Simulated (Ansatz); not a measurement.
## CuAu: relaxation of cell and atoms with r2SCAN

Crystal: CuAu.

```
CELL_PARAMETERS angstrom
2.81075 0.00000 0.00000
0.00000 2.81075 0.00000
0.00000 0.00000 3.68500
ATOMIC_POSITIONS crystal
Au 0.00000 0.00000 0.00000
Cu 0.50000 0.50000 0.50000
```

```yaml
Program: Ansatz 0.2.0
Task: relaxation of cell and atoms
Functional: r2SCAN
Potentials_or_basis: Ansatz PAW
Cutoff: "500 eV (not typed: the program's choice for these potentials)"
k_mesh: 9 × 9 × 7
Occupations: fermi-dirac, width 0.05 eV
Spin: no spin polarisation
Target_pressure: 2 GPa
Target_pressure_GPa: 2
```

```yaml
Relaxed_volume: 14.34 Å³/atom
Relaxed_cell: a = 2.809 Å, b = 2.809 Å, c = 3.634 Å, α = 90.00°, β = 90.00°, γ = 90.00°
Space_group_after_relaxing_to_0.05_Å: P4/mmm (No. 123)
Energy_change_on_relaxing_the_enthalpy_is_what_falls: +0.7 meV/atom
Ionic_steps: 7
Pressure_after_relaxing: 2.0 GPa
Band_gap_on_the_k_mesh: none (metal or under the smearing width)
```

The path:
| step | energy change (eV) | largest force (eV/Å) | volume (Å³) |
| --- | --- | --- | --- |
| 1 | 0.0000 | 0.0000 | 29.11 |
| 2 | 0.0039 | 0.0000 | 28.52 |
| 3 | 0.0013 | 0.0000 | 28.67 |
| 4 | 0.0012 | 0.0000 | 28.67 |
| 5 | 0.0015 | 0.0000 | 28.67 |
| 6 | 0.0015 | 0.0000 | 28.67 |
| 7 | 0.0015 | 0.0000 | 28.67 |

Final structure:
```yaml
crystal:
  lattice:
    - [2.80875, 0.00000, 0.00000]
    - [0.00000, 2.80875, 0.00000]
    - [0.00000, 0.00000, 3.63448]
  atoms:
    - { symbol: Au, position: [0.00000, 0.00000, 0.00000] }
    - { symbol: Cu, position: [0.50000, 0.50000, 0.50000] }
```

Levels at points of the mesh, in eV from the Fermi level:
```csv
k point,band 16,band 17,band 18,band 19,band 20,band 21,band 22,band 23
"(0.00, 0.00, 0.00)",-2.30,-1.84,-1.59,-1.59,2.39,8.82,10.39,10.39
```

It took 27 s on 2 threads of Arm Neoverse V1, on a shared host, peak memory 0.42 GiB.

Caveat: the plane-wave basis is chosen anew once the cell has moved, so the energies of steps on either side of that aren't comparable; the PAW data sets come from PBE, with cores solved anew for the run's functional, which leaves a small shift of forces and pressure. Spin-orbit coupling is left out, which matters for the levels of Au.
